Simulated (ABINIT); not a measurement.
# Beyond one shot: SiC (Moissanite), part 3 of 3

Wanted: G0W0 and self-consistent gaps of SiC (Moissanite), with the cost of the cycles.

ABINIT 10.8.3; PBE and many-body steps on it, plane waves. Known limits of the many-body steps: not at the basis limit; coarse k mesh.

So far. Step 11 (QSGW, cycle 3): Against the cycle before, the gap moves by +0.143 eV.

## 13. Screening, 3×3×4 mesh, 75 bands, screening to 136.1 eV

This step: RPA screening on PBE from quasiparticle energies and orbitals, plane waves, norm-conserving pseudopotentials.

The input, run.abi:

```
acell 3*1.0 Angstrom
rprim 
  3.075999999976 0.000000000005 0.000000000000
  -1.537999999993 2.663894142018 0.000000000000
  0.000000000000 0.000000000000 5.048000000000
ntypat 2
znucl 14 6
natom 4
typat 1 1 2 2
xred 
  0.333333333333 0.666666666667 0.000000000000
  0.666666666667 0.333333333333 0.500000000000
  0.333333333333 0.666666666667 0.385000000000
  0.666666666667 0.333333333333 0.885000000000
pp_dirpath "pseudos"
pseudos "Si.upf, C.upf"
ecut 37
ngkpt 3 3 4
nshiftk 1
shiftk 0 0 0
kptopt 1
chksymbreak 0
istwfk *1
occopt 1
irdwfk 1
optdriver 3
nband 75
ecuteps 5
inclvkb 2
awtr 1
symchi 1
irdqps 1
gwcalctyp 28
nqptdm 8
qptdm 
  0.3333333333 0.0000000000 0.0000000000
  0.3333333333 0.3333333333 0.0000000000
  0.0000000000 0.0000000000 0.2500000000
  0.3333333333 0.0000000000 0.2500000000
  0.3333333333 0.3333333333 0.2500000000
  0.0000000000 0.0000000000 0.5000000000
  0.3333333333 0.0000000000 0.5000000000
  0.3333333333 0.3333333333 0.5000000000
indata_prefix "in"
outdata_prefix "out"
tmpdata_prefix "tmp"
```

The input, mrgscr.stdin:

```
2
merged
q0_SCR
out_SCR
1
```

On the command line:

```console
$ OMP_NUM_THREADS=1 mpirun -n 4 abinit run.abi > log; mrgscr < mrgscr.stdin
```

Numbers of over 12 decimals in the logs are rounded to 6 here.

The log of the run:

```text
.Version 10.8.3 of ABINIT. v10.8.2 released Aug 2026.

 Symmetries : space group P6_3 m c (#186); Bravais hP (primitive hexag.)
[... echo of the input left out ...]
== DATASET  1 ==================================================================
-   mpi_nproc: 4, omp_nthreads: 1 (-1 if OMP is not activated)

--- !DatasetInfo
iteration_state: {dtset: 1, }
dimensions: {natom: 4, nkpt: 9, mband: 75, nsppol: 1, nspinor: 1, nspden: 1, mpw: 3018, }
cutoff_energies: {ecut:  37.0, pawecutdg:  -1.0, }
[...]
q-point number  1        q = ( 0.333333, 0.000000, 0.000000) [r.l.u.]
--------------------------------------------------------------------------------
[... chi0 elements left out ...]
  Average fulfillment of the sum rule on Im[epsilon] for q-point    2 :     89.34  [%]

--------------------------------------------------------------------------------
  q-point number  2        q = ( 0.333333, 0.333333, 0.000000) [r.l.u.]
--------------------------------------------------------------------------------
[... chi0 elements left out ...]
  Average fulfillment of the sum rule on Im[epsilon] for q-point    3 :     85.63  [%]

 [... 6 further q-points ...]
```

Wall time 6.4 s (4 MPI ranks of Intel Xeon Platinum 8488C (Sapphire Rapids), shared host); peak memory 0.52 GiB; 25 s of CPU time.

This step gave:

```yaml
plasma_frequency: 23.09 eV
plane_waves_in_the_screening_matrix: 135
```

This screening reads the quasiparticle levels of the cycle before.

## 14. QSGW, cycle 4

This step: QSGW on PBE, plane waves, norm-conserving pseudopotentials.

run.abi, as its differences from that of step 13:

```diff
@@ -25,12 +25,10 @@
 irdwfk 1
-optdriver 3
+optdriver 4
 nband 75
-ecuteps 5
-inclvkb 2
-awtr 1
-symchi 1
-irdqps 1
 gwcalctyp 28
-nqptdm 8
-qptdm 
+ecutsigx 37
+symsigma 0
+nkptgw 9
+kptgw 
+  0.0000000000 0.0000000000 0.0000000000
   0.3333333333 0.0000000000 0.0000000000
@@ -43,2 +41,17 @@
   0.3333333333 0.3333333333 0.5000000000
+bdgw 
+  1 22
+  1 22
+  1 22
+  1 22
+  1 22
+  1 22
+  1 22
+  1 22
+  1 22
+ecuteps 5
+irdscr 1
+ppmodel 1
+irdqps 1
+rhoqpmix 0.3
 indata_prefix "in"
```

On the command line:

```console
$ OMP_NUM_THREADS=1 mpirun -n 4 abinit run.abi > log
```

The log of the run:

```text
.Version 10.8.3 of ABINIT. v10.8.2 released Aug 2026.

 Symmetries : space group P6_3 m c (#186); Bravais hP (primitive hexag.)
[... echo of the input left out ...]
== DATASET  1 ==================================================================
-   mpi_nproc: 4, omp_nthreads: 1 (-1 if OMP is not activated)

--- !DatasetInfo
iteration_state: {dtset: 1, }
dimensions: {natom: 4, nkpt: 9, mband: 75, nsppol: 1, nspinor: 1, nspden: 1, mpw: 3018, }
cutoff_energies: {ecut:  37.0, pawecutdg:  -1.0, }
[...]
.  kptgw no:  3; Maximum DeltaE = (   0.099   0.017) for band index: 21
[...]
.  kptgw no:  8; Maximum DeltaE = (  -0.071   0.018) for band index:  2
.  kptgw no:  9; Maximum DeltaE = (   0.064  -0.009) for band index: 22

== END DATASET(S) ==============================================================
================================================================================

 -outvars: echo values of variables after computation  --------
           etotal      0.0000000000E+00
            nband          75
             nkpt           9
          spgroup         186
 [... the other variables as echoed above ...]

 Calculation completed.
```

It took 57 s on 4 MPI ranks; peak memory 1.1 GiB; 3.8 min of CPU time.

Numbers from this step:

* quasiparticle gap on the mesh: 3.106 eV
* gap of the density functional on the mesh: 2.329 eV
* k of the valence top: 0, 0, 0
* k of the conduction bottom: 0.3333, 0.3333, 0
* least direct quasiparticle gap on the computed points: 5.656 eV

Against the cycle before, the gap moves by +0.093 eV.

## 15. Screening, 3×3×4 mesh, 75 bands, screening to 136.1 eV

This step: RPA screening on PBE, plane waves, norm-conserving pseudopotentials.

The input, run.abi:

```
acell 3*1.0 Angstrom
rprim 
  3.075999999976 0.000000000005 0.000000000000
  -1.537999999993 2.663894142018 0.000000000000
  0.000000000000 0.000000000000 5.048000000000
ntypat 2
znucl 14 6
natom 4
typat 1 1 2 2
xred 
  0.333333333333 0.666666666667 0.000000000000
  0.666666666667 0.333333333333 0.500000000000
  0.333333333333 0.666666666667 0.385000000000
  0.666666666667 0.333333333333 0.885000000000
pp_dirpath "pseudos"
pseudos "Si.upf, C.upf"
ecut 37
ngkpt 3 3 4
nshiftk 1
shiftk 0 0 0
kptopt 1
chksymbreak 0
istwfk *1
occopt 1
irdwfk 1
optdriver 3
nband 75
ecuteps 5
inclvkb 2
awtr 1
symchi 1
gwcalctyp 28
mbpt_sciss 1.291 eV
nqptdm 1
qptdm 
  0 0 0
indata_prefix "in"
outdata_prefix "out"
tmpdata_prefix "tmp"
```

The log of the run:

```text
.Version 10.8.3 of ABINIT. v10.8.2 released Aug 2026.

 Symmetries : space group P6_3 m c (#186); Bravais hP (primitive hexag.)
[... echo of the input left out ...]
== DATASET  1 ==================================================================
-   mpi_nproc: 4, omp_nthreads: 1 (-1 if OMP is not activated)

--- !DatasetInfo
iteration_state: {dtset: 1, }
dimensions: {natom: 4, nkpt: 9, mband: 75, nsppol: 1, nspinor: 1, nspden: 1, mpw: 3018, }
cutoff_energies: {ecut:  37.0, pawecutdg:  -1.0, }
[...]
[... chi0 elements left out ...]
 For q-point:  0.000010 0.000020 0.000030
  dielectric constant =   7.7533
  dielectric constant without local fields =   8.3913

  Average fulfillment of the sum rule on Im[epsilon] for q-point    1 :     81.55  [%]
[... wings left out ...]
== END DATASET(S) ==============================================================
================================================================================

 -outvars: echo values of variables after computation  --------
           etotal      0.0000000000E+00
            nband          75
             nkpt           9
          spgroup         186
 [... the other variables as echoed above ...]

 Calculation completed.
```

Run time: 3.5 s. Hardware: 4 MPI ranks; peak memory 0.54 GiB.

This step gave:

* ε∞ with local fields, on this mesh, along the program's q direction: 7.753
* the same without local fields: 8.391
* plasma frequency: 23.09 eV
* plane waves in the screening matrix: 135

This screening uses the functional's bands under a rigid shift, the mean opening of the cycle before.

## 16. Screening, 3×3×4 mesh, 75 bands, screening to 136.1 eV

This step: RPA screening on PBE from quasiparticle energies and orbitals, plane waves, norm-conserving pseudopotentials.

run.abi, as its differences from that of step 15:

```diff
@@ -31,7 +31,14 @@
 symchi 1
+irdqps 1
 gwcalctyp 28
-mbpt_sciss 1.291 eV
-nqptdm 1
+nqptdm 8
 qptdm 
-  0 0 0
+  0.3333333333 0.0000000000 0.0000000000
+  0.3333333333 0.3333333333 0.0000000000
+  0.0000000000 0.0000000000 0.2500000000
+  0.3333333333 0.0000000000 0.2500000000
+  0.3333333333 0.3333333333 0.2500000000
+  0.0000000000 0.0000000000 0.5000000000
+  0.3333333333 0.0000000000 0.5000000000
+  0.3333333333 0.3333333333 0.5000000000
 indata_prefix "in"
```

mrgscr.stdin is that of step 13.

On the command line:

```console
$ OMP_NUM_THREADS=1 mpirun -n 4 abinit run.abi > log; mrgscr < mrgscr.stdin
```

The log of the run:

```text
.Version 10.8.3 of ABINIT. v10.8.2 released Aug 2026.

 Symmetries : space group P6_3 m c (#186); Bravais hP (primitive hexag.)
[... echo of the input left out ...]
== DATASET  1 ==================================================================
-   mpi_nproc: 4, omp_nthreads: 1 (-1 if OMP is not activated)

--- !DatasetInfo
iteration_state: {dtset: 1, }
dimensions: {natom: 4, nkpt: 9, mband: 75, nsppol: 1, nspinor: 1, nspden: 1, mpw: 3018, }
cutoff_energies: {ecut:  37.0, pawecutdg:  -1.0, }
[...]
q-point number  1        q = ( 0.333333, 0.000000, 0.000000) [r.l.u.]
--------------------------------------------------------------------------------
[... chi0 elements left out ...]
  Average fulfillment of the sum rule on Im[epsilon] for q-point    2 :     89.47  [%]

--------------------------------------------------------------------------------
  q-point number  2        q = ( 0.333333, 0.333333, 0.000000) [r.l.u.]
--------------------------------------------------------------------------------
[... chi0 elements left out ...]
  Average fulfillment of the sum rule on Im[epsilon] for q-point    3 :     85.74  [%]

 [... 6 further q-points ...]
```

Run time: 6 s. Hardware: 4 MPI ranks; peak memory 0.52 GiB.

This step gave:

```yaml
plasma_frequency: 23.09 eV
plane_waves_in_the_screening_matrix: 135
```

This screening reads the quasiparticle levels of the cycle before.

## 17. QSGW, cycle 5

This step: QSGW on PBE, plane waves, norm-conserving pseudopotentials.

run.abi, as its differences from that of step 16:

```diff
@@ -25,12 +25,10 @@
 irdwfk 1
-optdriver 3
+optdriver 4
 nband 75
-ecuteps 5
-inclvkb 2
-awtr 1
-symchi 1
-irdqps 1
 gwcalctyp 28
-nqptdm 8
-qptdm 
+ecutsigx 37
+symsigma 0
+nkptgw 9
+kptgw 
+  0.0000000000 0.0000000000 0.0000000000
   0.3333333333 0.0000000000 0.0000000000
@@ -43,2 +41,17 @@
   0.3333333333 0.3333333333 0.5000000000
+bdgw 
+  1 22
+  1 22
+  1 22
+  1 22
+  1 22
+  1 22
+  1 22
+  1 22
+  1 22
+ecuteps 5
+irdscr 1
+ppmodel 1
+irdqps 1
+rhoqpmix 0.3
 indata_prefix "in"
```

On the command line:

```console
$ OMP_NUM_THREADS=1 mpirun -n 4 abinit run.abi > log
```

The log of the run:

```text
.Version 10.8.3 of ABINIT. v10.8.2 released Aug 2026.

 Symmetries : space group P6_3 m c (#186); Bravais hP (primitive hexag.)
[... echo of the input left out ...]
== DATASET  1 ==================================================================
-   mpi_nproc: 4, omp_nthreads: 1 (-1 if OMP is not activated)

--- !DatasetInfo
iteration_state: {dtset: 1, }
dimensions: {natom: 4, nkpt: 9, mband: 75, nsppol: 1, nspinor: 1, nspden: 1, mpw: 3018, }
cutoff_energies: {ecut:  37.0, pawecutdg:  -1.0, }
[...]
.  kptgw no:  3; Maximum DeltaE = (  -0.026   0.011) for band index: 21
[...]
.  kptgw no:  8; Maximum DeltaE = (   0.029  -0.004) for band index: 22
.  kptgw no:  9; Maximum DeltaE = (   0.044  -0.008) for band index: 19

== END DATASET(S) ==============================================================
================================================================================

 -outvars: echo values of variables after computation  --------
           etotal      0.0000000000E+00
            nband          75
             nkpt           9
          spgroup         186
 [... the other variables as echoed above ...]

 Calculation completed.
```

Wall time 57 s (4 MPI ranks); peak memory 1.1 GiB; 3.8 min of CPU time.

Numbers from this step:

* quasiparticle gap on the mesh: 3.142 eV
* gap of the density functional on the mesh: 2.329 eV
* k of the valence top: 0, 0, 0
* k of the conduction bottom: 0.3333, 0.3333, 0
* least direct quasiparticle gap on the computed points: 5.689 eV

Against the cycle before, the gap moves by +0.036 eV.

## 18. Screening, 3×3×4 mesh, 75 bands, screening to 136.1 eV

This step: RPA screening on PBE, plane waves, norm-conserving pseudopotentials.

The input, run.abi:

```
acell 3*1.0 Angstrom
rprim 
  3.075999999976 0.000000000005 0.000000000000
  -1.537999999993 2.663894142018 0.000000000000
  0.000000000000 0.000000000000 5.048000000000
ntypat 2
znucl 14 6
natom 4
typat 1 1 2 2
xred 
  0.333333333333 0.666666666667 0.000000000000
  0.666666666667 0.333333333333 0.500000000000
  0.333333333333 0.666666666667 0.385000000000
  0.666666666667 0.333333333333 0.885000000000
pp_dirpath "pseudos"
pseudos "Si.upf, C.upf"
ecut 37
ngkpt 3 3 4
nshiftk 1
shiftk 0 0 0
kptopt 1
chksymbreak 0
istwfk *1
occopt 1
irdwfk 1
optdriver 3
nband 75
ecuteps 5
inclvkb 2
awtr 1
symchi 1
gwcalctyp 28
mbpt_sciss 1.323 eV
nqptdm 1
qptdm 
  0 0 0
indata_prefix "in"
outdata_prefix "out"
tmpdata_prefix "tmp"
```

The log of the run:

```text
.Version 10.8.3 of ABINIT. v10.8.2 released Aug 2026.

 Symmetries : space group P6_3 m c (#186); Bravais hP (primitive hexag.)
[... echo of the input left out ...]
== DATASET  1 ==================================================================
-   mpi_nproc: 4, omp_nthreads: 1 (-1 if OMP is not activated)

--- !DatasetInfo
iteration_state: {dtset: 1, }
dimensions: {natom: 4, nkpt: 9, mband: 75, nsppol: 1, nspinor: 1, nspden: 1, mpw: 3018, }
cutoff_energies: {ecut:  37.0, pawecutdg:  -1.0, }
[...]
[... chi0 elements left out ...]
 For q-point:  0.000010 0.000020 0.000030
  dielectric constant =   7.7286
  dielectric constant without local fields =   8.3628

  Average fulfillment of the sum rule on Im[epsilon] for q-point    1 :     81.65  [%]
[... wings left out ...]
== END DATASET(S) ==============================================================
================================================================================

 -outvars: echo values of variables after computation  --------
           etotal      0.0000000000E+00
            nband          75
             nkpt           9
          spgroup         186
 [... the other variables as echoed above ...]

 Calculation completed.
```

It took 3.6 s on 4 MPI ranks; peak memory 0.52 GiB; 14 s of CPU time.

Numbers from this step:

| Property | Result |
| --- | --- |
| ε∞ with local fields, on this mesh, along the program's q direction | 7.729 |
| the same without local fields | 8.363 |
| plasma frequency | 23.09 eV |
| plane waves in the screening matrix | 135 |

This screening uses the functional's bands under a rigid shift, the mean opening of the cycle before.

## 19. Screening, 3×3×4 mesh, 75 bands, screening to 136.1 eV

This step: RPA screening on PBE from quasiparticle energies and orbitals, plane waves, norm-conserving pseudopotentials.

run.abi, as its differences from that of step 18:

```diff
@@ -31,7 +31,14 @@
 symchi 1
+irdqps 1
 gwcalctyp 28
-mbpt_sciss 1.323 eV
-nqptdm 1
+nqptdm 8
 qptdm 
-  0 0 0
+  0.3333333333 0.0000000000 0.0000000000
+  0.3333333333 0.3333333333 0.0000000000
+  0.0000000000 0.0000000000 0.2500000000
+  0.3333333333 0.0000000000 0.2500000000
+  0.3333333333 0.3333333333 0.2500000000
+  0.0000000000 0.0000000000 0.5000000000
+  0.3333333333 0.0000000000 0.5000000000
+  0.3333333333 0.3333333333 0.5000000000
 indata_prefix "in"
```

mrgscr.stdin is that of step 16.

On the command line:

```console
$ OMP_NUM_THREADS=1 mpirun -n 4 abinit run.abi > log; mrgscr < mrgscr.stdin
```

The log of the run:

```text
.Version 10.8.3 of ABINIT. v10.8.2 released Aug 2026.

 Symmetries : space group P6_3 m c (#186); Bravais hP (primitive hexag.)
[... echo of the input left out ...]
== DATASET  1 ==================================================================
-   mpi_nproc: 4, omp_nthreads: 1 (-1 if OMP is not activated)

--- !DatasetInfo
iteration_state: {dtset: 1, }
dimensions: {natom: 4, nkpt: 9, mband: 75, nsppol: 1, nspinor: 1, nspden: 1, mpw: 3018, }
cutoff_energies: {ecut:  37.0, pawecutdg:  -1.0, }
[...]
q-point number  1        q = ( 0.333333, 0.000000, 0.000000) [r.l.u.]
--------------------------------------------------------------------------------
[... chi0 elements left out ...]
  Average fulfillment of the sum rule on Im[epsilon] for q-point    2 :     89.55  [%]

--------------------------------------------------------------------------------
  q-point number  2        q = ( 0.333333, 0.333333, 0.000000) [r.l.u.]
--------------------------------------------------------------------------------
[... chi0 elements left out ...]
  Average fulfillment of the sum rule on Im[epsilon] for q-point    3 :     85.81  [%]

 [... 6 further q-points ...]
```

Run time: 6 s. Hardware: 4 MPI ranks; peak memory 0.52 GiB; 23 s of CPU time.

This step gave:

| Quantity | Value |
| --- | --- |
| plasma frequency | 23.09 eV |
| plane waves in the screening matrix | 135 |

This screening reads the quasiparticle levels of the cycle before.

## 20. QSGW, cycle 6

This step: QSGW on PBE, plane waves, norm-conserving pseudopotentials.

run.abi, as its differences from that of step 19:

```diff
@@ -25,12 +25,10 @@
 irdwfk 1
-optdriver 3
+optdriver 4
 nband 75
-ecuteps 5
-inclvkb 2
-awtr 1
-symchi 1
-irdqps 1
 gwcalctyp 28
-nqptdm 8
-qptdm 
+ecutsigx 37
+symsigma 0
+nkptgw 9
+kptgw 
+  0.0000000000 0.0000000000 0.0000000000
   0.3333333333 0.0000000000 0.0000000000
@@ -43,2 +41,17 @@
   0.3333333333 0.3333333333 0.5000000000
+bdgw 
+  1 22
+  1 22
+  1 22
+  1 22
+  1 22
+  1 22
+  1 22
+  1 22
+  1 22
+ecuteps 5
+irdscr 1
+ppmodel 1
+irdqps 1
+rhoqpmix 0.3
 indata_prefix "in"
```

On the command line:

```console
$ OMP_NUM_THREADS=1 mpirun -n 4 abinit run.abi > log
```

The log of the run:

```text
.Version 10.8.3 of ABINIT. v10.8.2 released Aug 2026.

 Symmetries : space group P6_3 m c (#186); Bravais hP (primitive hexag.)
[... echo of the input left out ...]
== DATASET  1 ==================================================================
-   mpi_nproc: 4, omp_nthreads: 1 (-1 if OMP is not activated)

--- !DatasetInfo
iteration_state: {dtset: 1, }
dimensions: {natom: 4, nkpt: 9, mband: 75, nsppol: 1, nspinor: 1, nspden: 1, mpw: 3018, }
cutoff_energies: {ecut:  37.0, pawecutdg:  -1.0, }
[...]
.  kptgw no:  3; Maximum DeltaE = (   0.012   0.014) for band index: 21
[...]
.  kptgw no:  8; Maximum DeltaE = (  -0.002   0.021) for band index:  1
.  kptgw no:  9; Maximum DeltaE = (   0.003  -0.021) for band index: 21

== END DATASET(S) ==============================================================
================================================================================

 -outvars: echo values of variables after computation  --------
           etotal      0.0000000000E+00
            nband          75
             nkpt           9
          spgroup         186
 [... the other variables as echoed above ...]

 Calculation completed.
```

Elapsed: 58 s, on 4 MPI ranks; peak memory 1.1 GiB.

This step gave:

```
quasiparticle gap on the mesh                         : 3.143 eV
gap of the density functional on the mesh             : 2.329 eV
k of the valence top                                  : 0, 0, 0
k of the conduction bottom                            : 0.3333, 0.3333, 0
least direct quasiparticle gap on the computed points : 5.693 eV
```

Against the cycle before, the gap moves by +0.001 eV.

## 21. Side by side

Times are wall times on 4 MPI ranks of Intel Xeon Platinum 8488C (Sapphire Rapids), shared host, good to a factor of about two. A run's time includes the screening step that it read.

```tsv
run	mesh	bands	screening cutoff (eV)	DFT gap (eV)	gap on the mesh (eV)	direct (eV)	ε∞ used	time
G0W0	3×3×4	75	136.1	2.329	2.740	5.217	8.94	12 s
QSGW, cycle 1	3×3×4	75	136.1	2.329	2.807	5.396	8.94	63 s
QSGW, cycle 2	3×3×4	75	136.1	2.329	2.870	5.452	7.94	66 s
QSGW, cycle 3	3×3×4	75	136.1	2.329	3.013	5.578	7.89	67 s
QSGW, cycle 4	3×3×4	75	136.1	2.329	3.106	5.656	7.81	67 s
QSGW, cycle 5	3×3×4	75	136.1	2.329	3.142	5.689	7.75	67 s
QSGW, cycle 6	3×3×4	75	136.1	2.329	3.143	5.693	7.73	68 s
```

## 22. Summary of results

```json
{
  "G0W0": "2.740 eV",
  "QSGW, cycle 1": "2.807 eV",
  "QSGW, cycle 2": "2.870 eV",
  "QSGW, cycle 3": "3.013 eV",
  "QSGW, cycle 4": "3.106 eV",
  "QSGW, cycle 5": "3.142 eV",
  "QSGW, cycle 6": "3.143 eV",
  "known limits": "not at the basis limit; coarse k mesh"
}
```

In words: Only the bands that the input lists are updated; the others, empty or deep, keep the functional's energies or take a rigid shift. QSGW ends at 3.14 eV, +0.40 eV from G0W0, after 6 cycles that took 6.5 min beside the first screening; the last moved the gap by 0.001 eV. Against experiment, by QSGW, cycle 6: the gap of 3.14 eV lies −0.19 eV from the measured 3.33 eV (kind not stated, quoted 2020). These are gaps on the mesh, at modest bands and cutoff. The calculation has static nuclei and no excitons; a measured gap holds zero-point and thermal motion, which mostly lowers it. Bands and cutoff are finite, so the gap is not at the basis limit. The miss can reach some tenths of an eV and take either sign; the mesh is an error of its own. The 3×3×4 mesh is coarse for this cell, which bears on the long-range parts of exchange and screening. In the updated screening the q = 0 part is built from Kohn-Sham bands under a rigid shift, the other q from the quasiparticle levels.

[Paths, hosts, dates, memory and timing lines, banners, echoed tables and standing remarks are left out of the program output.]

[Logs are printed without paths, hosts, clocks, repeated set-up lines and the standing remarks that a program may print on its own settings, such as how far it seeks lower states.]

[Runs of the session that timed out or met a known fault of the program may be left out.]

[Hosts, paths, dates, database ids (printed as entryN), source tags and the programs' standing remarks are cut or masked in the printed files.]

[G0W0 gaps are taken among the corrected bands and points alone; a level outside them can change the order at an edge.]

[Where Ansatz stands beside ABINIT at settings called matched, ABINIT's density can come from a denser mesh and the files from another edition; pairs whose starting gaps differed by over 0.03 eV were left out, so agreement reads better than it is.]
